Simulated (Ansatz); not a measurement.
# BN: moving B off its site

BN, P6_3mc, a = 2.555 Å, c = 4.225 Å. This isn't the usual stable structure of the compound. Ansatz: PBE, PAW, 420 eV, Γ-centred 12×12×6 mesh on 4 atoms, Gaussian smearing 0.05 eV; no spin polarisation.

```
CELL_PARAMETERS angstrom
2.55458 0.00000 0.00000
-1.27729 2.21233 0.00000
0.00000 0.00000 4.22451
ATOMIC_POSITIONS crystal
B 0.66667 0.33333 0.99981
B 0.33333 0.66667 0.49981
N 0.66667 0.33333 0.62519
N 0.33333 0.66667 0.12519
```

Atom 1 (B) moves by x along the unit vector (0.707, 0.707, 0.000), with its periodic images; all else is held. y is the free energy of the cell over the start, F the force along the path summed over the moved atoms.

```
 x (Å) y (meV) F (eV/Å)
-0.300    872.6      5.05
-0.200    421.9      3.88
-0.100    113.8      2.19
 0.000      0.0      0.00
 0.050        ?         ?
 0.100    130.1     -2.68
 0.150    302.0     -4.22
 0.200    554.0     -5.89
 0.250    893.7     -7.73
 0.300   1330.0     -9.76
```

Task: Fit y = c2 x² + c3 x³ + c4 x⁴ to the energies of the other rows, give the force constant, and predict energy and force of the missing row.

Result: Least squares on the rows shown. y = 12148 x² + 8440.3 x³ + 955.59 x⁴. The force constant is 2 c2 = 24.3 eV/Å² (for all images moving together, not for a lone atom). The force −dy/dx at the missing row is -1.28 eV/Å (computed -1.28). At x = 0.050 the fit asked for gives 31.4 meV. The run gave 31.5 meV, so the fit is 0.1 meV too low, within the rms miss on the fitted rows (1.0 meV).